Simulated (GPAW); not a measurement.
# W (Im-3m) in GPAW: a series of runs, part 2 of 2

GPAW 26.7.0.

## 4. Optical spectrum, PBE

This run uses another cell than the first one, of 15.21 Å³/atom, 0.960 times its volume.

The input, run.py:

```python
from ase.dft.bandgap import bandgap
from ase.io import read, write
from gpaw import GPAW, PW
from gpaw.response.df import DielectricFunction

atoms = read('W.xyz')

calc = GPAW(mode=PW(450),
            xc='PBE',
            kpts={'size': (9, 9, 9), 'gamma': True},
            occupations={'name': 'fermi-dirac', 'width': 0.05},
            nbands=16,
            convergence={'density': 1e-06},
            maxiter=150,
            txt='gpaw.txt')
atoms.calc = calc
energy = atoms.get_potential_energy()
calc.write('gs.gpw')
write('result.traj', atoms)
print(f'Energy: {energy:.6f} eV')
print('Fermi level:', round(calc.get_fermi_level(), 4), 'eV')
print(f'Gap: {bandgap(calc)[0]:.4f} eV, direct: {bandgap(calc, direct=True)[0]:.4f} eV')

dense = calc.fixed_density(kpts={'size': (30, 30, 30), 'gamma': True},
                           nbands=23, convergence={'bands': 17, 'eigenstates': 1e-7},
                           update_fermi_level=True, txt='dense.txt')
dense.write('dense.gpw', mode='all')

df = DielectricFunction('dense.gpw', frequencies={'type': 'nonlinear', 'domega0': 0.05, 'omega2': 10},
                        eta=0.1, ecut=50, nbands=17, rate='eta', txt='df.txt')
for direction in ['x']:
    df.get_dielectric_function(xc='RPA', direction=direction, filename=f'df_{direction}.csv')
```

The input, W.xyz:

```xyz
1
Lattice="-1.5609593379 1.5609593379 1.5609593379 1.5609593379 -1.5609593379 1.5609593379 1.5609593379 1.5609593379 -1.5609593379" Properties=species:S:1:pos:R:3 pbc="T T T"
W      0.0000000000      0.0000000000      0.0000000000
```

Potentials or basis: GPAW PAW data sets (gpaw-data 1.2.1), pw.

The run is started by

```console
OMP_NUM_THREADS=1 python run.py
```

gpaw.txt:

```text
__  _  _
 | _ |_)|_||  |
 |__||  | ||/\| - 26.7.0

Input parameters:
  mode=PW(ecut=450.00000000000006),
  convergence={'density': 1e-06},
  kpts=MonkhorstPack(size=(9, 9, 9), gamma=True),
  maxiter=150,
  nbands=16,
  occupations=Occupations(name='fermi-dirac', width=0.05),
  xc=XC(name='PBE')

Diagonalizing LCAO Hamiltonian
Converting LCAO to pw mode

       W

Atoms  # Å, Bohr magnetons
|   | symbol |        x |        y |        z |    initial magnetic moments |
|---|--------|----------|----------|----------|-----------------------------|
| 0 |      W | 0.000000 | 0.000000 | 0.000000 | ( 0.0000,  0.0000,  0.0000) |

Unit cell  # Å
| periodic |         x |         y |         z |  lengths |     angles |
|----------|-----------|-----------|-----------|----------|------------|
|      yes | -1.560959 |  1.560959 |  1.560959 | 2.703661 | 109.471221 |
|      yes |  1.560959 | -1.560959 |  1.560959 | 2.703661 | 109.471221 |
|      yes |  1.560959 |  1.560959 | -1.560959 | 2.703661 | 109.471221 |

Number of symmetries: 48
Symmetry operations  # r_c * U_cc + t_c -> r_c
|    | kind |            matrix            |
|----|------|------------------------------|
|  0 |  σ   |  1, 1, 1,  0, 0,-1,  0,-1, 0 |
|  1 |  C4  |  1, 1, 1,  0, 0,-1, -1, 0, 0 |
|  2 |  C2  |  1, 1, 1,  0,-1, 0,  0, 0,-1 |
|  3 |  S6  |  1, 1, 1,  0,-1, 0, -1, 0, 0 |
|  4 |  S6  |  1, 1, 1, -1, 0, 0,  0, 0,-1 |
|  5 |  C4  |  1, 1, 1, -1, 0, 0,  0,-1, 0 |
|  6 |  E   |  1, 0, 0,  0, 1, 0,  0, 0, 1 |
|  7 |  σ   |  1, 0, 0,  0, 1, 0, -1,-1,-1 |
|  8 |  σ   |  1, 0, 0,  0, 0, 1,  0, 1, 0 |
|  9 |  C3  |  1, 0, 0,  0, 0, 1, -1,-1,-1 |
| 10 |  C3  |  1, 0, 0, -1,-1,-1,  0, 1, 0 |
| 11 |  σ   |  1, 0, 0, -1,-1,-1,  0, 0, 1 |
| 12 |  σ   |  0, 1, 0,  1, 0, 0,  0, 0, 1 |
| 13 |  C2  |  0, 1, 0,  1, 0, 0, -1,-1,-1 |
| 14 |  C3  |  0, 1, 0,  0, 0, 1,  1, 0, 0 |
| 15 |  S4  |  0, 1, 0,  0, 0, 1, -1,-1,-1 |
| 16 |  S4  |  0, 1, 0, -1,-1,-1,  1, 0, 0 |
| 17 |  C3  |  0, 1, 0, -1,-1,-1,  0, 0, 1 |
| 18 |  C3  |  0, 0, 1,  1, 0, 0,  0, 1, 0 |
| 19 |  S4  |  0, 0, 1,  1, 0, 0, -1,-1,-1 |
| 20 |  σ   |  0, 0, 1,  0, 1, 0,  1, 0, 0 |
| 21 |  C3  |  0, 0, 1,  0, 1, 0, -1,-1,-1 |
| 22 |  C2  |  0, 0, 1, -1,-1,-1,  1, 0, 0 |
| 23 |  S4  |  0, 0, 1, -1,-1,-1,  0, 1, 0 |
| 24 |  C4  |  0, 0,-1,  1, 1, 1,  0,-1, 0 |
| 25 |  σ   |  0, 0,-1,  1, 1, 1, -1, 0, 0 |
| 26 |  S6  |  0, 0,-1,  0,-1, 0,  1, 1, 1 |
| 27 |  C2  |  0, 0,-1,  0,-1, 0, -1, 0, 0 |
| 28 |  C4  |  0, 0,-1, -1, 0, 0,  1, 1, 1 |
| 29 |  S6  |  0, 0,-1, -1, 0, 0,  0,-1, 0 |
| 30 |  S6  |  0,-1, 0,  1, 1, 1,  0, 0,-1 |
| 31 |  C4  |  0,-1, 0,  1, 1, 1, -1, 0, 0 |
| 32 |  C4  |  0,-1, 0,  0, 0,-1,  1, 1, 1 |
| 33 |  S6  |  0,-1, 0,  0, 0,-1, -1, 0, 0 |
| 34 |  σ   |  0,-1, 0, -1, 0, 0,  1, 1, 1 |
| 35 |  C2  |  0,-1, 0, -1, 0, 0,  0, 0,-1 |
[... 53 lines left out ...]
  Grid points: [14 14 14]
  Charge: 0.0  # |e|

Potential:
  Grid points: [14 14 14]

species:
  W:
    name:    Tungsten
    Z:       74.0
    valence: 14
    core:    60
    charge:  0.0  # [|e|]
    compensation charges:
      type: gauss
      rc: 0.40  # [Å]
      lmax: 2
    cutoffs:
      filter: 2.36  # [Å]
      core: 3.02  # [Å]
    projectors
    | kind |    occ | energy [eV] | rcut [Å] |
    |------|--------|-------------|----------|
    |   5s |  2.000 |     -78.830 |    1.344 |
    |   6s |  2.000 |      -5.697 |    1.344 |
    |   5p |  6.000 |     -43.233 |    1.355 |
    |   6p |  0.000 |      -1.367 |    1.355 |
    |   5d |  4.000 |      -4.494 |    1.228 |
    |    d |        |      22.717 |    1.228 |

    Using partial waves for W as LCAO basis

Reference energy: -438771.671655  # eV

eigensolver:
  PPCG
  Converge bands: occupied
  niter=2

density mixing:
  MSR1-Mixer
  Pratt-step length: 0.05
  Maximum mixing coefficient: 0.75
  Old densities: 10
  SVD Regularization: 0.005
  Good broyden scale: 1.0
  Trust region scale: 1.0
  Backstep threshold: 4.0
  History deletion threshold: 6.0
  Fourier metric: weight=20.0, sigma=0.015

occupation numbers:
  Fermi-Dirac:
    width: 0.0500  # eV

poisson solver:
  ecut: 3600.0000000000005  # eV

xc functional:
  name: PBE with 2 nearest neighbor stencil

convergence criteria:
- Maximum integral of absolute [dens]ity change: 1e-06 electrons / valence electron
- Maximum [total energy] change in last 3 cyles: 0.0005 eV / valence electron
- Maximum integral of absolute [eigenst]ate change: 4e-08 eV^2 / valence electron
maximum number of iterations: 150

SCF iterations
|iter     | |      energy | eigst |  dens |
|---------|-|-------------|-------|-------|
|iter:   1| |  -11.747204 | -0.17 |       |
|iter:   2| |  -11.710516 | -3.35 | -1.24 |
|iter:   3| |  -11.532578 | -2.29 | -1.27 |
|iter:   4| |  -11.535278 | -3.76 | -1.96 |
|iter:   5| |  -11.536288c| -4.91 | -2.35 |
|iter:   6| |  -11.536289c| -7.39 | -3.86 |
|iter:   7| |  -11.536290c| -8.10c| -4.25 |
|iter:   8| |  -11.536290c|-10.04c| -5.60 |
|iter:   9| |  -11.536290c|-10.66c| -6.07c|

Converged in 9 steps
Energy contributions relative to reference atoms: (reference = -438771.671655)

Energy contributions:
  Kinetic:          14.278417
  Coulomb:         -14.877234
  Zero:             -0.006494
  External:          0.000000
  Xc:              -10.926728
  Entropy:          -0.008499
  Spinorbit:         0.000000
  ----------------------------
  Free energy:     -11.540539
  Extrapolated:    -11.536290

dipole moment: (-5.823151, -5.823151, -5.823151)  # |e|*Ang

Fermi level: 15.410
Eigenvalues  # (at kpt = [0.000, 0.000, 0.000])
| band index |      eig [eV] | occ [0-2] |
|------------|---------------|-----------|
|          0 |       -58.560 |     2.000 |
|          1 |       -22.324 |     2.000 |
|          2 |       -22.324 |     2.000 |
|          3 |       -22.324 |     2.000 |
|          4 |         5.559 |     2.000 |
|          5 |        14.064 |     2.000 |
[... 8 lines left out ...]
|         14 |        42.834 |     0.000 |
|         15 |        46.365 |     0.000 |

No gap
No difference between direct/indirect transitions
# Writing to gs.gpw (mode='')
```

df.txt:

```text
NonLinearFrequencyDescriptor(from 0.000 to 113.252 eV, 399 points)
NonLinearFrequencyDescriptor(from 0.000 to 113.252 eV, 399 points)

Calculating chi0 body with:
    Ground state adapter containing:
    Number of spins: 1
    Number of kpoints: 27000
    Number of irreducible kpoints: 752
    Number of completely occupied states: 6
    Number of partially occupied states: 9

    Linear response parametrization:
    q_c: [0.0, 0.0, 0.0]
    Number of frequency points: 399
[... 43 lines left out ...]
    Number of kpoints: 27000
    Number of irreducible kpoints: 752
    Number of completely occupied states: 6
    Number of partially occupied states: 9

Symmetries of q_c:
    Direct symmetries (Uq -> q): 48
    Indirect symmetries (TUq -> q): 0
In total 48 allowed symmetries.

Integral kind: intraband
Plasma frequency:
[[6.4+0.j 0. +0.j 0. -0.j]
 [0. +0.j 6.4+0.j 0. -0.j]
 [0. -0.j 0. +0.j 6.4+0.j]]

Finished calculating chi0
```

Run time: 99 s. Hardware: 1 thread of Arm Neoverse V1, shared host; peak memory 0.4 GiB.

Results:

* Free energy: -11.5405 eV
* Band gap on the k mesh: none (metal or under the smearing width)

Dielectric function (mean over the directions given):
```csv
energy (eV),real part,imaginary part
0.51,-98.39,74.06
1.15,-6.89,22.82
1.77,8.04,19.70
2.42,5.45,20.10
3.04,5.43,17.47
3.69,3.52,17.41
4.30,4.62,15.70
4.94,5.18,17.28
5.53,-4.97,24.02
6.15,-10.03,12.37
6.87,-7.52,7.26
7.55,-5.29,4.59
8.16,-3.93,3.31
8.80,-2.46,3.53
9.47,-1.44,2.95
10.06,-1.01,3.15
10.67,-0.75,3.79
11.31,-1.20,3.91
11.96,-1.61,3.28
12.53,-1.48,2.97
13.36,-1.51,2.72
13.97,-1.33,2.08
14.61,-1.02,1.62
15.26,-0.82,1.69
15.94,-0.70,1.61
16.64,-0.45,1.88
17.36,-1.00,1.95
18.12,-1.08,1.61
18.90,-1.00,1.17
19.87,-1.16,0.90
```

Caveat: the intraband term hangs on this k mesh; the long-wavelength limit can be off by several per cent where d states take part; independent-particle spectra lack excitons.

## 5. Summary

```tsv
task	level	potentials or basis	spin	cell	k mesh	cutoff (eV)	ranks	band path	band points	eta	response ecut	mesh quality	gap on the mesh (eV)
band structure	LDA	the program's PAW data sets (release 1.2.1) made for this functional, pw	non-collinear, zero start, SOC	Im-3m, 15.85 Å³/atom	5 × 5 × 5	600	4	GHNGPH,PN	60	-	-	coarse	-
optical spectrum	PBE	GPAW PAW data sets (gpaw-data 1.2.1), pw	off	Im-3m, 14.9 Å³/atom	9 × 9 × 9	450	-	-	-	0.1 eV	50 eV	not flagged	none
optical spectrum	PBE	GPAW PAW data sets (gpaw-data 1.2.1), pw	off	Im-3m, 15.21 Å³/atom	9 × 9 × 9	450	-	-	-	0.1 eV	50 eV	not flagged	none
```

Alike in all rows: smearing fermi-dirac 0.05 eV.

Caveats: some runs use coarse meshes; the intraband term hangs on this k mesh (some runs); the long-wavelength limit can be off by several per cent where d states take part (some runs); independent-particle spectra lack excitons (some runs); this program's spin-orbit splittings come out too wide for heavy elements (some runs).

Absolute energies hang on the potentials; compare differences alone.
